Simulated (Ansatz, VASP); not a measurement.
# BaHfO3: VASP beside Ansatz

Contents of INCAR:

```
SYSTEM = BaHfO3
PREC = Accurate ; ENCUT = 520
EDIFF = 1E-6 ; ISMEAR = 0
SIGMA = 0.05 ; LREAL = .False.
LASPH = .True. ; NELM = 100
ALGO = Normal ; ISIF = 2
LWAVE = .False. ; LCHARG = .False.
GGA = PS ; NBANDS = 27
```

Contents of KPOINTS:

```
Automatic mesh
0
Gamma
  6 6 6
  0 0 0
```

Contents of POSCAR:

```
BaHfO3
1.0
    4.1695667999      0.0000000000      0.0000000000
    0.0000000000      4.1695667999      0.0000000000
    0.0000000000      0.0000000000      4.1703766343
Ba Hf O
1 1 3
Direct
    0.5000000000      0.5000000000      0.9964249600
    0.0000000000      0.0000000000      0.4978753300
    0.0000000000      0.5000000000      0.4988901400
    0.5000000000      0.0000000000      0.4988901400
    0.0000000000      0.0000000000      0.9979412200
```

Input for Ansatz:

```yaml
crystal:
  lattice:
    - [4.1695667999, 0.0, 0.0]
    - [0.0, 4.1695667999, 0.0]
    - [0.0, 0.0, 4.1703766343]
  atoms:
    - { symbol: Ba, position: [0.5, 0.5, 0.99642496] }
    - { symbol: Hf, position: [0.0, 0.0, 0.49787533] }
    - { symbol: O, position: [0.0, 0.5, 0.49889014] }
    - { symbol: O, position: [0.5, 0.0, 0.49889014] }
    - { symbol: O, position: [0.0, 0.0, 0.99794122] }
basis:
  ecutwfc: 420
kpoints:
  mp_grid: { grid: [6, 6, 6] }
hamiltonian:
  xc: pbesol
scf:
  occupations: { method: gaussian, width: 0.05 }
output:
  forces: true
  stress: true
  eigenvalues: true
  write_density: true
  write_potential: true
  elf: true
  volumetric_format: npy
```

The cell comes from a database or a generator and needn't be the stable form of this composition.

Alike in both runs: task single point; functional PBEsol; k mesh 6 × 6 × 6; occupations gaussian, width 0.05 eV; no spin polarisation.

```csv
,VASP,Ansatz
version,VASP 6.6.1,Ansatz 0.2.0
potentials or method,"VASP PAW PBE potentials, release 64 (Ba_sv, Hf_pv, O)","scalar-relativistic, plane waves, PAW"
plane-wave cutoff (eV),520,420
valence electrons in the cell,38,54
```

|  | VASP | Ansatz | Ansatz less VASP |
| --- | --- | --- | --- |
| gap on the k mesh at the Fermi level (eV) | 3.48 | 3.57 | +0.085 |
| least direct gap on the mesh (eV) | 3.69 | 3.66 | -0.029 |
| pressure (GPa) | -1.9 | -1.5 | +0.38 |
| rms of the force components (eV/Å) | 0.009 | 0.008 | -0.0011 |

Atom by atom the forces differ by 0.002 eV/Å (rms over components). The functional is the same, so the differences come from potentials, cutoffs and numerics. The two sets of potentials don't hold the same shells in valence.

Caveats: the PAW data sets were made with another functional, which shifts forces and pressure a little (VASP); spin-orbit coupling is left out, which moves the levels of the heavy elements. A hybrid or GW would open this gap; PBEsol tends to underestimate it. A k mesh can miss the band edges.
